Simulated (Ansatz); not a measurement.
# How far is this Cd3F from the hull?

Theory: DFT PBE, scalar-relativistic, plane waves, PAW (Ansatz 0.2.0). Settings: cutoff 420 eV, Γ-centred meshes spaced at most about 0.3 Å⁻¹, and about 0.25 Å⁻¹ or finer for metals (2π included), Gaussian smearing. No spin polarisation.

Energies over the elements count from the elements' standard structures at the same level (F₂ as a molecule), with no fitted energy shifts.

Temperature and zero-point effects are left out.

The competitors are the elements and 1 reference phase of this chemical system (from databases or known types: CdF2), relaxed at the same level; other known phases may be missing.

The candidate was reached from: Mo3Os type (Pm-3n).

```
Cd F
1.0
     5.49163    0.00000    0.00000
     0.00000    5.49163    0.00000
     0.00000    0.00000    5.49163
Cd F
6 2
Cartesian
  1.3729 0.0000 2.7458
  4.1187 0.0000 2.7458
  0.0000 2.7458 1.3729
  0.0000 2.7458 4.1187
  2.7458 4.1187 0.0000
  2.7458 1.3729 0.0000
  0.0000 0.0000 0.0000
  2.7458 2.7458 2.7458
```

Problem. Into what would it decompose?

Solution. Its formation energy is -0.524 eV/atom. The lowest competing mixture at this composition is this:

```tsv
phase	space group	source	share of atoms	ΔE_f (eV/atom)
Cd	-	element	0.6250	-0.0060
CdF2	Fm-3m (No. 225)	Materials Project	0.3750	-2.177
```

The lowest database cell of Cd (-0.0060) lies slightly below the reference, hence the non-zero entry.

The mixture lies at -0.820 eV/atom, and the candidate lies 0.30 eV/atom above it. The candidate matches no cell in the subsets of the Crystallography Open Database and the Materials Project at hand. The margin is far too high for a likely synthesis.
